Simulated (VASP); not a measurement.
# Ca (Fm-3m) in VASP: a series of runs

The runs below take Ca through relaxation of cell and atoms, with PBE, PBEsol.

Program: VASP 6.6.1. These are calculated values, not measurements. Logs are shortened: lines on timing, memory, paths and dates and some standing lists are left out, and cuts for length are marked.

## 1. The structure

It takes space group Fm-3m (No. 225, cubic). The conventional cell has a = 5.588 Å, b = 5.588 Å, c = 5.588 Å, α = 90.00°, β = 90.00°, γ = 90.00°. Around Ca (site symmetry m-3m) lie 12 Ca at 3.95 Å.

## 2. Relaxation of cell and atoms, PBE

INCAR reads:

```
ALGO = Normal
EDIFF = 1E-6
EDIFFG = -0.01
ENCUT = 600
GGA = PE
IBRION = 2
ISIF = 3
ISMEAR = 1
LASPH = True
LCHARG = False
LREAL = False
LWAVE = False
NELM = 80
NSW = 90
PREC = Accurate
SIGMA = 0.1
```

KPOINTS reads:

```
k-points
0
Gamma
  12 12 12
```

POSCAR reads:

```
Ca
1.0
    0.0000000000      2.7942000000      2.7942000000
    2.7942000000      0.0000000000      2.7942000000
    2.7942000000      2.7942000000      0.0000000000
Ca
1
Direct
    0.0000000000      0.0000000000      0.0000000000
```

Potentials or basis: VASP PAW PBE potentials, release 64 (Ca_sv).

On the command line:

```sh
> cat potpaw_PBE.64/Ca_sv/POTCAR > POTCAR
> mpirun -np 1 vasp_std > vasp.out
```

OUTCAR:

```text
EDIFF = 1E-6
   EDIFFG = -0.01
   ENCUT = 600
   GGA = PE
   IBRION = 2
   ISIF = 3
   ISMEAR = 1
   LASPH = True
   LREAL = False
   NELM = 80
   NSW = 90
   PREC = Accurate

 ion  position               nearest neighbor table
   1  0.000  0.000  0.000-

  LATTYP: Found a face centered cubic cell.
 ALAT       =     5.5884000000

  Lattice vectors:

 A1 = (   0.0000000000,   2.7942000000,   2.7942000000)
 A2 = (   2.7942000000,   0.0000000000,   2.7942000000)
 A3 = (   2.7942000000,   2.7942000000,   0.0000000000)

Analysis of symmetry for initial positions (statically):
=====================================================================
 Subroutine PRICEL returns:
 Original cell was already a primitive cell.

 Routine SETGRP: Setting up the symmetry group for a
 face centered cubic supercell.

 Subroutine GETGRP returns: Found 48 space group operations
 (whereof 48 operations were pure point group operations)
 out of a pool of 48 trial point group operations.

The static configuration has the point symmetry O_h .

Analysis of symmetry for dynamics (positions and initial velocities):
=====================================================================
 Subroutine PRICEL returns:
 Original cell was already a primitive cell.

 Routine SETGRP: Setting up the symmetry group for a
 face centered cubic supercell.

 Subroutine GETGRP returns: Found 48 space group operations
 (whereof 48 operations were pure point group operations)
 out of a pool of 48 trial point group operations.

The dynamic configuration has the point symmetry O_h .

 Subroutine INISYM returns: Found 48 space group operations
 (whereof 48 operations are pure point group operations),
 and found     1 'primitive' translations

----------------------------------------------------------------------------------------

                                     Primitive cell

  volume of cell :      43.6317

  direct lattice vectors                    reciprocal lattice vectors
     0.000000000  2.794200000  2.794200000    -0.178942094  0.178942094  0.178942094
     2.794200000  0.000000000  2.794200000     0.178942094 -0.178942094  0.178942094
     2.794200000  2.794200000  0.000000000     0.178942094  0.178942094 -0.178942094

  length of vectors
     3.951595536  3.951595536  3.951595536     0.309936799  0.309936799  0.309936799

  position of ions in fractional coordinates (direct lattice)
     0.000000000  0.000000000  0.000000000
[... 94 lines left out ...]
   IMIX   =      4    mixing-type and parameters
     AMIX     =   0.40;   BMIX     =  1.00
     AMIX_MAG =   1.60;   BMIX_MAG =  1.00
  volume/ion in A,a.u.               =      43.63       294.44
  Fermi-wavevector in a.u.,A,eV,Ry     =   1.001861  1.893242 13.656506  1.003725
  Thomas-Fermi vector in A             =   2.134310
   LORBIT       =      0    0 simple, 1 ext, 2 COOP (PROOUT), +10 PAW based schemes
   GGA     = PE    functional components
   LHFCALC =     F    Hartree Fock is set to
   AEXX    =    0.0000 exact exchange contribution
   IVDW    =     0    specifies the selected vdW correction
   LEPSILON=     F    determine dielectric tensor
   LRPA    =     F    only Hartree local field effects (RPA)
 conjugate gradient relaxation of ions
 non-spin polarized calculation
 Methfessel and Paxton  Order N= 1 SIGMA  =   0.10
  energy-cutoff  :      600.00
  volume of cell :       43.63
 maximum number of plane-waves:      1475
   NGX = 15   NGY = 15   NGZ = 15

--------------------------------------- Ionic step        1  -------------------------------------------

 number of electron      10.0000001 magnetization

 Free energy of the ion-electron system (eV)
  ---------------------------------------------------
  ext. energy  EPLUGINS =         0.00000000
  ---------------------------------------------------
  free energy    TOTEN  =        -1.92534720 eV

  energy without entropy =       -1.92472301  energy(sigma->0) =       -1.92513914

------------------------ aborting loop because EDIFF is reached ----------------------------------------

  FORCE on cell =-STRESS in cart. coord.  units (eV):
  Direction    XX          YY          ZZ          XY          YZ          ZX
  --------------------------------------------------------------------------------------
  -------------------------------------------------------------------------------------
  Total       -0.1426290     -0.1426290     -0.1426290      0.0000000      0.0000000     -0.0000000
  in kB       -5.2374044     -5.2374044     -5.2374044      0.0000000      0.0000000     -0.0000000
  external PRESSURE =      -5.2374044 kB  Pullay stress =       0.0000000 kB
[... 57 lines left out ...]
--------------------------------------- Ionic step        3  -------------------------------------------

 number of electron      10.0000001 magnetization

 Free energy of the ion-electron system (eV)
  ---------------------------------------------------
  ext. energy  EPLUGINS =         0.00000000
  ---------------------------------------------------
  free energy    TOTEN  =        -1.92749053 eV

  energy without entropy =       -1.92671871  energy(sigma->0) =       -1.92723326

 E-fermi :   1.9553     XC(G=0):  -7.7336

 val. band max:        1.9539887243   @ k =  -0.4167   0.1667   0.0000
 cond. band min:       1.9632745703   @ k =  -0.3333   0.3333   0.1667
 fundamental gap:      0.0092858460
 Fermi energy:         1.9552674462

 k-point     1 :       0.0000    0.0000    0.0000
  band No.  band energies     occupation
      1     -40.0669      2.00000
      2     -20.9840      2.00000
      3     -20.9840      2.00000
      4     -20.9840      2.00000
      5      -2.0678      2.00000
      6       4.2902      0.00000
      7       4.2902      0.00000
      8       4.2902      0.00000
      9       5.3587      0.00000
[... 265 lines left out ...]
 k-point    24 :      -0.4167    0.1667    0.0000
  band No.  band energies     occupation
      1     -40.0520      2.00000
      2     -21.1088      2.00000
      3     -21.0278      2.00000
      4     -21.0082      2.00000
      5       1.2595      2.00000
      6       1.9540      1.02164
      7       3.6905     -0.00000
      8       4.4513      0.00000
      9       5.8856      0.00000

 [... further k-points ...]

------------------------ aborting loop because EDIFF is reached ----------------------------------------

  FORCE on cell =-STRESS in cart. coord.  units (eV):
  Direction    XX          YY          ZZ          XY          YZ          ZX
  --------------------------------------------------------------------------------------
  -------------------------------------------------------------------------------------
  Total        0.0076303      0.0076303      0.0076303      0.0000000      0.0000000      0.0000000
  in kB        0.2894467      0.2894467      0.2894467      0.0000000      0.0000000      0.0000000
  external PRESSURE =       0.2894467 kB  Pullay stress =       0.0000000 kB
[... 16 lines left out ...]
  FREE ENERGIE OF THE ION-ELECTRON SYSTEM (eV)
  ---------------------------------------------------
  free  energy   TOTEN  =        -1.9274905273 eV

  energy  without entropy=       -1.9267187106  energy(sigma->0) =       -1.92723326

 reached required accuracy - stopping structural energy minimisation
```

OSZICAR:

```text
N       E                     dE             d eps       ncg     rms          rms(c)
DAV:   1     0.688822894610E+02    0.68882E+02   -0.54641E+03  1296   0.112E+03
DAV:   2    -0.525607364351E+00   -0.69408E+02   -0.69148E+02  1326   0.239E+02
DAV:   3    -0.188061174411E+01   -0.13550E+01   -0.13480E+01  1957   0.355E+01
[... 23 lines left out ...]
DAV:   4    -0.192724850593E+01   -0.10147E-03   -0.14289E-03  1513   0.447E-01    0.516E-02
DAV:   5    -0.192746755878E+01   -0.21905E-03   -0.34001E-04  2005   0.953E-02    0.260E-02
DAV:   6    -0.192749274329E+01   -0.25185E-04   -0.40971E-05  2199   0.440E-02    0.641E-03
DAV:   7    -0.192749145606E+01    0.12872E-05   -0.27667E-06  1572   0.192E-02    0.436E-03
DAV:   8    -0.192749052735E+01    0.92871E-06   -0.45246E-06  1914   0.143E-02
   3 F= -.19274905E+01 E0= -.19272333E+01  d E =-.214332E-02
```

CONTCAR:

```text
Ca
   1.00000000000000
    -0.0000000000000000    2.7640888109359905    2.7640888109359905
     2.7640888109359905    0.0000000000000000    2.7640888109359905
     2.7640888109359905    2.7640888109359905   -0.0000000000000000
  Ca
     1
Direct
     0.0000000000000000    0.0000000000000000    0.0000000000000000

  0.00000000E+00  0.00000000E+00  0.00000000E+00
```

Run time: 24 s. Hardware: 1 thread of Intel Xeon 6975P-C (Granite Rapids), shared host; peak memory 0.2 GiB.

Results:

- Free energy: -1.9275 eV
- Relaxed volume: 42.24 Å³/atom
- Relaxed cell: a = 3.909 Å, b = 3.909 Å, c = 3.909 Å, α = 60.00°, β = 60.00°, γ = 60.00°
- Space group after relaxing (to 0.05 Å): Fm-3m (No. 225)
- Energy gained by relaxing: 2.1 meV/atom
- Ionic steps: 3
- Pressure after relaxing: 0.0 GPa
- Band gap on the k mesh: none (metal or under the smearing width)

The path:
```tsv
step	energy change (eV)	largest force (eV/Å)	pressure (GPa)	volume (Å³)
1	0.0000	0.0000	-0.52	43.63
2	-0.0019	0.0000	-0.17	42.74
3	-0.0021	0.0000	0.03	42.24
```

Final structure:
```cif
data_structure
_symmetry_space_group_name_H-M 'P 1'
_symmetry_Int_Tables_number 1
_cell_length_a 3.9090
_cell_length_b 3.9090
_cell_length_c 3.9090
_cell_angle_alpha 60.000
_cell_angle_beta 60.000
_cell_angle_gamma 60.000
_cell_volume 42.24
loop_
_atom_site_label
_atom_site_type_symbol
_atom_site_fract_x
_atom_site_fract_y
_atom_site_fract_z
_atom_site_occupancy
Ca1 Ca 0.00000 0.00000 0.00000 1
```

Levels at points of the mesh, in eV from the Fermi level:
| k point | band 2 | band 3 | band 4 | band 5 | band 6 | band 7 | band 8 | band 9 |
| --- | --- | --- | --- | --- | --- | --- | --- | --- |
| (0.00, 0.00, 0.00) | -22.94 | -22.94 | -22.94 | -4.02 | 2.33 | 2.33 | 2.33 | 3.40 |
| (0.50, 0.00, 0.00) | -23.08 | -22.96 | -22.96 | -0.99 | -0.16 | 2.22 | 2.22 | 4.09 |
| (0.50, 0.50, 0.00) | -23.07 | -22.99 | -22.99 | -0.45 | 0.58 | 0.97 | 4.08 | 4.27 |

## 3. Relaxation of cell and atoms, PBE

This run uses another cell than the first one, of 42.24 Å³/atom, 0.968 times its volume.

INCAR, as its differences from that of step 2:

```diff
@@ -1,4 +1,4 @@
 ALGO = Normal
-EDIFF = 1E-6
-EDIFFG = -0.01
+EDIFF = 1E-7
+EDIFFG = -0.005
 ENCUT = 600
```

KPOINTS is that of step 2.

POSCAR reads:

```
Ca                                      
1.0
   -0.0000000000      2.7640888109      2.7640888109
    2.7640888109      0.0000000000      2.7640888109
    2.7640888109      2.7640888109     -0.0000000000
  Ca            
     1
Direct
     0.0000000000000000    0.0000000000000000    0.0000000000000000
```

Potentials or basis: VASP PAW PBE potentials, release 64 (Ca_sv).

On the command line:

```sh
> cat potpaw_PBE.64/Ca_sv/POTCAR > POTCAR
> mpirun -np 1 vasp_std > vasp.out
```

Run time: 18 s. Hardware: 1 thread of Intel Xeon 6975P-C (Granite Rapids), shared host; peak memory 0.2 GiB.

The run converged. Its results:

```yaml
Free_energy: -1.9274 eV
Relaxed_volume: 42.28 Å³/atom
Relaxed_cell: a = 3.910 Å, b = 3.910 Å, c = 3.910 Å, α = 60.00°, β = 60.00°, γ = 60.00°
Space_group_after_relaxing_to_0.05_Å: Fm-3m (No. 225)
Energy_gained_by_relaxing: 0.0 meV/atom
Ionic_steps: 2
Pressure_after_relaxing: 0.0 GPa
Band_gap_on_the_k_mesh: none (metal or under the smearing width)
```

Final structure:
```
CELL_PARAMETERS angstrom
0.00000 2.76507 2.76507
2.76507 0.00000 2.76507
2.76507 2.76507 0.00000
ATOMIC_POSITIONS crystal
Ca 0.00000 0.00000 0.00000
```

Levels at points of the mesh, in eV from the Fermi level:
```csv
k point,band 2,band 3,band 4,band 5,band 6,band 7,band 8,band 9
"(0.00, 0.00, 0.00)",-22.94,-22.94,-22.94,-4.02,2.33,2.33,2.33,3.40
"(0.50, 0.00, 0.00)",-23.08,-22.96,-22.96,-0.98,-0.16,2.22,2.22,4.08
"(0.50, 0.50, 0.00)",-23.07,-22.99,-22.99,-0.45,0.58,0.96,4.08,4.27
```

## 4. Relaxation of cell and atoms, PBEsol

INCAR reads:

```
SYSTEM = Ca
PREC     = Accurate       ! precision mode
ENCUT    = 600            ! plane-wave cutoff, eV
EDIFF    = 1E-6           ! SCF threshold, eV
ISMEAR   = 1              ! smearing method
SIGMA    = 0.1            ! smearing width, eV
LREAL    = .False.        ! projectors in reciprocal space
LASPH    = .True.         ! aspherical terms in the spheres
NELM     = 80             ! most SCF steps
ALGO     = Normal         ! electronic algorithm
ISIF     = 3              ! what is computed and relaxed
LWAVE    = .False.        ! write WAVECAR
LCHARG   = .False.        ! write CHGCAR
GGA      = PS             ! functional
IBRION   = 2              ! ionic algorithm
NSW      = 90             ! ionic steps
EDIFFG   = -0.01          ! ionic threshold
```

KPOINTS reads:

```
regular mesh
0
Gamma
  12 12 12
  0 0 0
```

POSCAR reads:

```
Ca
1.0
    0.0000000000      2.7942000000      2.7942000000
    2.7942000000      0.0000000000      2.7942000000
    2.7942000000      2.7942000000      0.0000000000
Ca
1
Direct
    0.0000000000      0.0000000000      0.0000000000
```

Potentials or basis: VASP PAW PBE potentials, release 64 (Ca_sv).

On the command line:

```sh
> cat potpaw_PBE.64/Ca_sv/POTCAR > POTCAR
> mpirun -np 1 vasp_std > vasp.out
```

OUTCAR:

```text
SYSTEM = Ca
   PREC = Accurate
   ENCUT = 600
   EDIFF = 1E-6
   ISMEAR = 1
   LREAL = .False.
   LASPH = .True.
   NELM = 80
   ISIF = 3
   GGA = PS
   IBRION = 2
   NSW = 90
   EDIFFG = -0.01

 ion  position               nearest neighbor table
   1  0.000  0.000  0.000-

  LATTYP: Found a face centered cubic cell.
 ALAT       =     5.5884000000

  Lattice vectors:

 A1 = (   0.0000000000,   2.7942000000,   2.7942000000)
 A2 = (   2.7942000000,   0.0000000000,   2.7942000000)
 A3 = (   2.7942000000,   2.7942000000,   0.0000000000)

Analysis of symmetry for initial positions (statically):
=====================================================================
 Subroutine PRICEL returns:
 Original cell was already a primitive cell.

[... 254 lines left out ...]
 fundamental gap:      0.0449800266
 Fermi energy:         2.0356518924

 k-point     1 :       0.0000    0.0000    0.0000
  band No.  band energies     occupation
      1     -39.7190      2.00000
      2     -20.7060      2.00000
      3     -20.7060      2.00000
      4     -20.7060      2.00000
      5      -2.0624      2.00000
      6       4.4122      0.00000
      7       4.4122      0.00000
      8       4.4122      0.00000
      9       5.5398      0.00000
[... 265 lines left out ...]
 k-point    24 :      -0.4167    0.1667    0.0000
  band No.  band energies     occupation
      1     -39.7008      2.00000
      2     -20.8524      2.00000
      3     -20.7572      2.00000
      4     -20.7341      2.00000
      5       1.3275      2.00000
      6       2.0514      0.73700
      7       3.7912     -0.00000
      8       4.5840      0.00000
      9       6.0947      0.00000

 [... further k-points ...]

------------------------ aborting loop because EDIFF is reached ----------------------------------------

  FORCE on cell =-STRESS in cart. coord.  units (eV):
  Direction    XX          YY          ZZ          XY          YZ          ZX
  --------------------------------------------------------------------------------------
  -------------------------------------------------------------------------------------
  Total        0.0036960      0.0036960      0.0036960     -0.0000000     -0.0000000      0.0000000
  in kB        0.1456707      0.1456707      0.1456707     -0.0000000     -0.0000000      0.0000000
  external PRESSURE =       0.1456707 kB  Pullay stress =       0.0000000 kB
[... 16 lines left out ...]
  FREE ENERGIE OF THE ION-ELECTRON SYSTEM (eV)
  ---------------------------------------------------
  free  energy   TOTEN  =        -2.1316760278 eV

  energy  without entropy=       -2.1305753644  energy(sigma->0) =       -2.13130914

 reached required accuracy - stopping structural energy minimisation
```

OSZICAR:

```text
N       E                     dE             d eps       ncg     rms          rms(c)
DAV:   1     0.686921016693E+02    0.68692E+02   -0.54507E+03  1296   0.112E+03
DAV:   2    -0.727618813012E+00   -0.69420E+02   -0.69160E+02  1324   0.239E+02
[... 24 lines left out ...]
DAV:   4    -0.213056406642E+01   -0.47030E-03   -0.63716E-03  1480   0.941E-01    0.113E-01
DAV:   5    -0.213159017857E+01   -0.10261E-02   -0.16934E-03  1989   0.213E-01    0.571E-02
DAV:   6    -0.213168237029E+01   -0.92192E-04   -0.16515E-04  2191   0.930E-02    0.174E-02
DAV:   7    -0.213167120043E+01    0.11170E-04   -0.22516E-05  1544   0.585E-02    0.151E-02
DAV:   8    -0.213167586023E+01   -0.46598E-05   -0.25077E-05  2084   0.407E-02    0.389E-04
DAV:   9    -0.213167602778E+01   -0.16755E-06   -0.80225E-08   695   0.271E-03
   3 F= -.21316760E+01 E0= -.21313091E+01  d E =-.107459E-01
```

Run time: 57 s. Hardware: 1 thread of Intel Xeon Platinum 8259CL at 2.50GHz (Skylake/Cascade Lake), shared host; peak memory 0.21 GiB.

What came out:

| Quantity | Value |
| --- | --- |
| Free energy | -2.1317 eV |
| Relaxed volume | 40.65 Å³/atom |
| Relaxed cell | a = 3.859 Å, b = 3.859 Å, c = 3.859 Å, α = 60.00°, β = 60.00°, γ = 60.00° |
| Space group after relaxing (to 0.05 Å) | Fm-3m (No. 225) |
| Energy gained by relaxing | 10.7 meV/atom |
| Ionic steps | 3 |
| Pressure after relaxing | 0.0 GPa |
| Band gap on the k mesh | none (metal or under the smearing width) |

The path:
```csv
step,energy change (eV),largest force (eV/Å),pressure (GPa),volume (Å³)
1,0.0000,0.0000,-1.13,43.63
2,-0.0094,0.0000,-0.43,41.71
3,-0.0107,0.0000,0.01,40.65
```

Final structure:
```
CELL_PARAMETERS angstrom
0.00000 2.72906 2.72906
2.72906 0.00000 2.72906
2.72906 2.72906 0.00000
ATOMIC_POSITIONS crystal
Ca 0.00000 0.00000 0.00000
```

Caveat: the PAW data sets were made with another functional, which shifts forces and pressure a little.
